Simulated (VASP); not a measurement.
A run of VASP 6.6.1:

Contents of INCAR:

```
  PREC = Accurate
  ENCUT = 400
  EDIFF = 1E-7
  ISMEAR = 0
  SIGMA = 0.01
  LREAL = F
  LASPH = T
  NELM = 80
  ALGO = Normal
  ISIF = 2
  LWAVE = F
  LCHARG = F
  GGA = RP
  IVDW = 12
  ISYM = 0
```

Contents of KPOINTS:

```
Automatic mesh
0
Gamma
  1 1 1
```

The input POSCAR:

```
H4CO                                    
1.0
   12.6210574607      0.0000000000      0.0000000000
    0.0000000000     13.1210574607      0.0000000000
    0.0000000000      0.0000000000     13.6210574607
  C               O               H             
     1     1     4
Selective dynamics
Direct
     0.5262420378000030    0.4967749730000008    0.4914515007999967   F   F   F
     0.4128769277311963    0.4984969796796579    0.4927466630877602   T   T   T
     0.5497473699347863    0.4473510377244118    0.4301747011548663   T   T   T
     0.5602413191462704    0.5732598124107456    0.4790777591925320   T   T   T
     0.5595304304556354    0.4649720667384932    0.5598929078157868   T   T   T
     0.3903845693058945    0.5420150726232672    0.5466618284244251   T   T   T
```

Potentials or basis: VASP PAW PBE potentials, release 64 (C, O, H).

The run is started by

```sh
$ cat potpaw_PBE.64/C/POTCAR potpaw_PBE.64/O/POTCAR potpaw_PBE.64/H/POTCAR > POTCAR
$ mpirun -np 1 vasp_gam > vasp.out
```

Hardware: 1 thread of AMD EPYC 9R45 96-Core Processor (Zen 5) (shared host).

**Question.** How long does it take, and how much memory?

**Answer.** Wall time 54 s on 1 thread of AMD EPYC 9R45 96-Core Processor (Zen 5) (shared host), peak memory 1.1 GiB. Counts: scf iterations 27, k points 1.
